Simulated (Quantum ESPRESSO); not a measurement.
PbS (Galena) in Quantum ESPRESSO: the effect of functional

The system is PbS (Galena).

```xyz
2
Lattice="0.0000 2.9657 2.9657 2.9657 0.0000 2.9657 2.9657 2.9657 0.0000" Properties=species:S:1:pos:R:3 pbc="T T T"
Pb    0.0000    0.0000    0.0000
S     2.9657    2.9657    2.9657
```

Alike in all runs:

| Quantity | Value |
| --- | --- |
| Program | Quantum ESPRESSO 7.5 |
| Task | dielectric tensor |
| Cutoff | 762 eV |
| Density cutoff | 3048 eV |
| k mesh | 8 × 8 × 8, shifted |
| Occupations | fermi-dirac, width 0.05 eV |
| Spin | no spin polarisation |

```tsv
functional	potentials or basis	pressure (GPa)	dielectric constant (mean)
LDA	PseudoDojo 0.4.1 SR LDA standard	-2.6	18.09
PBE	PseudoDojo 0.4.1 SR PBE standard	?	?
PBEsol	PseudoDojo 0.4.1 SR PBEsol standard	-0.8	17.50
WC	PseudoDojo 0.4.1 SR PBE standard	-0.7	17.75
BLYP	PseudoDojo 0.4.1 SR PBE standard	6.1	15.72
AM05	PseudoDojo 0.4.1 SR PBE standard	-0.2	17.14
```

**Question.** What does the run with functional PBE give?

**Answer.** Pressure 2.3 GPa; dielectric constant 16.33 mean.

Caveats: the potentials were made for another functional, which shifts forces and pressure (some runs); the cell is more than 3 GPa from zero pressure, which shifts response properties (some runs).
